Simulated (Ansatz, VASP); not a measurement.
This is a calculation of PbSe (Clausthalite) for Ansatz 0.2.0. 

Contents of input.yaml:

```yaml
crystal:
  lattice:
    - [0.0, 3.06065, 3.06065]
    - [3.06065, 0.0, 3.06065]
    - [3.06065, 3.06065, 0.0]
  atoms:
    - { symbol: Pb, position: [0.0, 0.0, 0.0] }
    - { symbol: Se, position: [0.5, 0.5, 0.5] }
kpoints:
  mp_grid: { grid: [8, 8, 8] }
scf:
  occupations: { method: gaussian, width: 0.02 }
hamiltonian:
  xc: pbe
  pseudopotentials: { kind: all_electron, lapw: { basis_error: 0.001 } }
output:
  forces: true
  stress: true
  eigenvalues: true
```

Potentials or basis: all-electron LAPW, scalar-relativistic.

Launch:

```sh
$ ansatz run input.yaml --threads 1 --pin off --max-ram 3072MiB --backend cpu --events-out ev --progress --plain --runs-dir out
```

Translate it to VASP 6.6.1. Potentials or basis there: PBE PAW files Pb_d, Se, 520 eV.

As run (cutoffs and basis follow the program's own potentials, and thresholds, step limits or extra output files can differ):

File INCAR:

```
  ALGO = Normal
  EDIFF = 1E-6
  ENCUT = 520
  GGA = PE
  ISIF = 2
  ISMEAR = 0
  LASPH = T
  LCHARG = T
  LELF = T
  LREAL = F
  LVHAR = T
  LWAVE = F
  NBANDS = 17
  NELM = 100
  PREC = Accurate
  SIGMA = 0.02
```

The input KPOINTS:

```
k-points
0
Gamma
  8 8 8
```

File POSCAR:

```
PbSe
1.0
    0.0000000000      3.0606500000      3.0606500000
    3.0606500000      0.0000000000      3.0606500000
    3.0606500000      3.0606500000      0.0000000000
Pb Se
1 1
Direct
    0.0000000000      0.0000000000      0.0000000000
    0.5000000000      0.5000000000      0.5000000000
```

Potentials or basis: VASP PAW PBE potentials, release 64 (Pb_d, Se).

The run is started by

```bash
$ cat potpaw_PBE.64/Pb_d/POTCAR potpaw_PBE.64/Se/POTCAR > POTCAR
$ mpirun -np 1 vasp_std > vasp.out
```

Both were run:

|  | Ansatz | VASP |
| --- | --- | --- |
| Pressure | 2.4 GPa | 2.4 GPa |

Where Ansatz's input types no cutoff or centring, it takes its own default and a Γ-centred mesh.

Pressure is positive in compression.
